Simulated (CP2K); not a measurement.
# FeO (Wuestite) under changes of volume

One of the cells (10.067 Å³/atom); the others are scaled copies at fixed shape and fractional positions:

```
CELL_PARAMETERS angstrom
3.06986 0.00000 0.00000
1.56698 2.63981 0.00000
1.56698 0.89210 2.48451
ATOMIC_POSITIONS crystal
Fe 0.00000 0.00000 0.00000
O 0.50000 0.50000 0.50000
```

- Program: CP2K 2026.2
- Functional: PBEsol
- Potentials or basis: POTENTIAL_UZH Fe GTH-PBE-q16, O GTH-PBE-q6; TZVP-MOLOPT-PBE-GTH basis
- Density cutoff: 8163 eV
- k mesh: 11 × 11 × 11
- Occupations: fermi-dirac, width 0.05 eV
- Spin: collinear spin, ferromagnetic start
- Starting moments: [3.0, 0.0] μB

| volume (Å³/atom) | energy over the lowest point (meV/atom) | pressure (GPa) |
| --- | --- | --- |
| 9.463 | 1.56 | 3.6 |
| 9.664 | 0.00 | -0.9 |
| 9.866 | 3.80 | -4.9 |
| 10.067 | 12.40 | -8.5 |
| 10.268 | ? | ? |
| 10.470 | 41.93 | -14.5 |
| 10.671 | 61.09 | -17.0 |

What does the run at 10.268 Å³/atom give?

Energy over the lowest point 25.26 meV/atom; pressure -11.7 GPa.

Worked out: A Birch-Murnaghan fit of order 3 (a polynomial in V^(-2/3)) to the other rows has its minimum at 9.62 Å³/atom with B0 = V·E''(V) = 221 GPa and B' = 6.2 at fixed shape and positions, which overstates the stiffness. It gives 25.36 meV/atom at 10.268 Å³/atom, against the run's 25.26, and -dE/dV = -11.7 GPa, against -11.7.

Energies are extrapolated to zero smearing.

Caveats: the potentials were made for another functional, which shifts forces and pressure; the basis of atomic orbitals isn't converged, which shifts pressures, moduli and gaps; the total moment is fixed, so each spin has its own Fermi level; a cell with one magnetic atom can't hold antiferromagnetic order, which such compounds often take.
